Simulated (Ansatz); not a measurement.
# Structure search for In4SbAs3

The calculation used DFT PBE, scalar-relativistic, plane waves, PAW in Ansatz. Settings: cutoff 420 eV, Γ-centred meshes spaced at most about 0.3 Å⁻¹, and about 0.25 Å⁻¹ or finer for metals (2π included), Gaussian smearing. No spin polarisation.

Formation energies are uncorrected and refer to the elements' standard structures at the same level.

All energies are static (0 K, no zero-point motion). Larger cells and other orderings weren't all tried, so the list isn't exhaustive. The k mesh leaves some 4 meV/atom of noise in the energy of each metallic cell. Spin–orbit coupling, which can matter for Sb, is left out. The zero gap of I-42m, P-4m2, P-43m may come from the functional, which often closes small gaps. The reference form of As is held partly by dispersion forces, which this level lacks.

Invented guesses were relaxed alike, and ends that match in structure were merged. ΔE counts from the first row. Coordination counts As or Sb atoms around In (for each partner element, those within 1.25 times its shortest distance or 1.15 times the sum of covalent radii, where it is the nearest in units of that sum or under 1.3). The ends were matched against large subsets of the Crystallography Open Database and the Materials Project, so a missing match doesn't prove that a structure is unreported.

```csv
#,reached from,type and space group,atoms,Å³/atom,coordination,ΔE (meV/atom),gap on mesh (eV),in databases,checks
1,Sb and As ordered on zinc blende sites,I-42m (No. 121),8,31.2,In 4,0,0.00,no match,-
2,Sb and As ordered on zinc blende sites,P-4m2 (No. 115),8,31.3,In 4,4,0.00,no match,-
3,Sb and As ordered on zinc blende sites,P-43m (No. 215),8,31.3,In 4,6,0.00,no match,no imaginary mode at Γ (other wave vectors untested)
```

The first two are tied within the noise. The first: Space group I-42m (No. 121), tetragonal, a = 6.301 Å, c = 12.582 Å. Around In lie 3 As at 2.68–2.70 Å and 1 Sb at 2.84 Å; Sb has 4 In at 2.84 Å; As on a site of symmetry -4 is surrounded by 4 In at 2.70 Å; As on a site of symmetry -42m has 4 In at 2.68 Å. Its energy over the elements is −0.20 eV/atom. It lies below the elements, which doesn't yet make it stable against other compounds or structures. An observed structure of this formula, if there is one, may be missing.

```
CELL_PARAMETERS angstrom
-3.15061 3.15061 6.29094
3.15061 -3.15061 6.29094
3.15061 3.15061 -6.29094
ATOMIC_POSITIONS crystal
In 0.11015 0.63179 0.00000
In 0.63179 0.11015 0.00000
In 0.36821 0.36821 0.47835
In 0.88985 0.88985 0.52165
Sb 0.50000 0.50000 0.00000
As 0.75000 0.25000 0.50000
As 0.25000 0.75000 0.50000
As 0.00000 0.00000 0.00000
```

The second: Space group P-4m2 (No. 115), tetragonal, a = 4.456 Å, c = 12.590 Å. In on its first site is surrounded by 4 As at 2.69–2.70 Å; In on its second site is surrounded by 2 As at 2.70 Å and 2 Sb at 2.83 Å; around Sb lie 4 In at 2.83 Å; As on a site of symmetry 2mm is surrounded by 4 In at 2.70 Å; 1 more site not described. Counting As or Sb atoms around In, the first and the second both have In 4. Shaken at random and relaxed again, row 2 came back. Cells without such a test can be saddle points.
